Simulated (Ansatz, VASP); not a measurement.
**Two plane-wave programs on SiO2**

Contents of INCAR:

```
SYSTEM = SiO2
ALGO = Normal
EDIFF = 1E-6
EDIFFG = -0.01
ENCUT = 600
IBRION = 2
ISIF = 3
ISMEAR = -1
LASPH = .True.
LCHARG = .False.
LREAL = .False.
LWAVE = .False.
NELM = 100
NSW = 60
PREC = Accurate
SIGMA = 0.1
```

Contents of KPOINTS:

```
k-points
0
Gamma
  4 4 7
  0 0 0
```

The input POSCAR:

```
SiO2
1.0
    4.1892883500      0.0000000000      0.0000000000
    0.0000000000      4.1892883500      0.0000000000
    0.0000000000      0.0000000000      2.6701772400
Si O
2 4
Direct
    0.0000000000      0.0000000000      0.0000000000
    0.5000000000      0.5000000000      0.5000000000
    0.3059000000      0.3059000000      0.0000000000
    0.1941000000      0.8059000000      0.5000000000
    0.6941000000      0.6941000000      0.0000000000
    0.8059000000      0.1941000000      0.5000000000
```

Input for Ansatz:

```yaml
crystal:
  lattice:
    - [4.18928835, 0.0, 0.0]
    - [0.0, 4.18928835, 0.0]
    - [0.0, 0.0, 2.67017724]
  atoms:
    - { symbol: Si, position: [0.0, 0.0, 0.0] }
    - { symbol: Si, position: [0.5, 0.5, 0.5] }
    - { symbol: O, position: [0.3059, 0.3059, 0.0] }
    - { symbol: O, position: [0.1941, 0.8059, 0.5] }
    - { symbol: O, position: [0.6941, 0.6941, 0.0] }
    - { symbol: O, position: [0.8059, 0.1941, 0.5] }
  symmetry: { tolerance: 0.0003 }
kpoints:
  mp_grid: { grid: [4, 4, 7], shift: [0, 0, 0] }
magnetization:
  spin_polarized: false
scf:
  occupations: { method: fermi_dirac }
  n_extra_bands: 16
hamiltonian:
  pseudopotentials: { kind: paw }
  xc: lda
basis:
  ecutwfc: 420
output:
  forces: true
  stress: true
  eigenvalues: true
  write_density: true
  write_potential: true
  elf: true
  volumetric_format: npy
relax:
  max_steps: 40
  cell: {}
```

Alike in both runs: task relaxation of cell and atoms; functional LDA; k mesh 4 × 4 × 7; no spin polarisation.

|  | VASP | Ansatz |
| --- | --- | --- |
| version | VASP 6.6.1 | Ansatz 0.2.0 |
| potentials or method | VASP PAW LDA potentials, release 64 (Si, O) | PAW plane waves |
| plane-wave cutoff (eV) | 600 | 420 |
| occupations | fermi-dirac, width 0.1 eV | fermi-dirac |
| valence electrons in the cell | 32 | 32 |

```tsv
	VASP	Ansatz	Ansatz less VASP
gap on the k mesh at the Fermi level, each at its own relaxed structure (eV)	5.78	5.81	+0.028
relaxed volume (Å³/atom)	7.67	7.66	-0.010
relaxed cell length with the largest relative difference (Å)	2.666	2.661	-0.0050
energy change over the relaxation (meV/atom)	-3	-3	-0.3
```

LDA gaps usually lie below the measured ones, often by a third to a half. Zero-point motion and thermal expansion aren't in these numbers. LDA usually gives volumes a few per cent too small.
